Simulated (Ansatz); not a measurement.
**The polar optical mode of MgO, worked through**

The calculation used DFT PBEsol, scalar-relativistic, plane waves, PAW (Ansatz 0.2.0). Cutoff 420 eV, 10×10×10 k-points (Γ-centred), fixed occupations. No spin polarisation. Phonons by linear response, acoustic sum rule imposed.

Equilibrium structure at this level:
```
CELL_PARAMETERS angstrom
0.00000 2.10710 2.10710
2.10710 0.00000 2.10710
2.10710 2.10710 0.00000
ATOMIC_POSITIONS crystal
Mg 0.00000 0.00000 0.00000
O 0.50000 0.50000 0.50000
```

Linear response gives ν_TO = 387.5 cm⁻¹, Born charges ±1.980 e (positive on Mg) and ε∞ = 3.245. The primitive cell holds 18.710 Å³, and the masses are 24.305 and 15.999 amu.

Question: Find ν_LO and the static dielectric constant.

Answer: The long-wave field adds a restoring force: ω_LO² − ω_TO² = Z*²e²/(ε_vac ε∞ μV). In these units ν_LO² − ν_TO² = 4.92064×10⁷ Z*²/(μ V ε∞) cm⁻², with μ = m₁m₂/(m₁ + m₂) = 9.648 amu: 329385 cm⁻². So ν_LO = √(387.5² + 329385) = 692.5 cm⁻¹, and the run gives 692.5. Lyddane–Sachs–Teller then gives ε0 = ε∞ (ν_LO/ν_TO)² = 10.36, against 10.36 in the run (it forms both from the same three quantities, so the match checks the arithmetic only). Between ν_TO and ν_LO the dielectric function is negative and an undamped crystal reflects fully: a reststrahlen band from 14.4 to 25.8 μm.

Question: What do the Clausius–Mossotti polarisability and the Szigeti charge come to?

Answer: With the Lorentz local field, α = (3V/4π)(ε∞ − 1)/(ε∞ + 2) = 1.91 Å³ for the pair, and e_S = 3Z*/(ε∞ + 2) = 1.13 e. The Born charge includes the electrons' response to the dipole's own local field, and e_S takes that enhancement out. The Lorentz field assumes point-like polarisable ions, a fair picture at this small ε∞.

Question: How strongly does a slow electron couple to the LO mode?

Answer: For one isotropic parabolic band, Fröhlich's constant is α_F = (1/ε∞ − 1/ε0) √(m* Ry/ħω_LO), with Ry = 13.606 eV, ħω_LO = 85.9 meV and m* in free-electron masses: α_F = 0.2116 × 12.59 × √m* = 2.66 √m*. The band mass isn't part of this run; for m* = 0.1, 0.3 and 1 it gives 0.84, 1.46, 2.66. In weak coupling the polaron lies α_F ħω_LO below the band edge (125 meV at m* = 0.3) with a mass m*(1 + α_F/6); past α_F of about 5 or 6 that expansion fails. A semilocal functional's ε∞ tends to be too large, which taken alone lowers α_F.

Cost: 1 run of about 0.16 core-minutes, on Arm Neoverse V1 (shared hosts).